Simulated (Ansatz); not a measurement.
**How far is PAW off for Sb?**

```
CELL_PARAMETERS angstrom
3.38658 0.00000 0.00000
-1.69329 2.93286 0.00000
0.00000 0.00000 5.19659
ATOMIC_POSITIONS crystal
Sb 0.33333 0.66667 0.25000
Sb 0.66667 0.33333 0.75000
```

Atoms are numbered in the order listed.

Conventional cell: a = 3.387 Å, b = 3.387 Å, c = 5.197 Å, α = 90.00°, β = 90.00°, γ = 120.00°. Around Sb (atom 1) lie 12 Sb at 3.25 to 3.39 Å.

The cell was built from the hcp type and relaxed in the same program; it needn't be a known or the stable phase. The listed cell was then made from it by scaling, straining or moving an atom.

Spin–orbit coupling is left out, though it moves levels of the heavy atoms by tenths of an eV or more.

Levels of theory: DFT, PBE, PAW with Ansatz's default frozen-core files, scalar-relativistic (Ansatz 0.2.0); DFT, PBE, all-electron LAPW, scalar-relativistic (Ansatz 0.2.0).

For PAW: a Γ-centred 13×13×7 k mesh, Fermi–Dirac smearing of 0.05 eV, cutoff 420 eV, no spin polarisation. LAPW targets a basis error of 0.25 meV/atom. The Ansatz runs share mesh, smearing and spin set-up. Plane-wave (PAW) pressures include the program's estimate of the Pulay term.

Stress and pressure are positive in compression.

The change that made this cell: volume scaled by 0.9405.

PAW results:

| quantity | PAW |
| --- | --- |
| pressure (GPa) | 4.01 |
| stress xx (GPa) | 3.94 |
| stress zz (GPa) | 4.14 |

(1) What does full-potential LAPW give for the same quantities?

Answers

(1) 
| quantity | LAPW |
| --- | --- |
| pressure (GPa) | 4.01 |
| stress xx (GPa) | 3.94 |
| stress zz (GPa) | 4.14 |
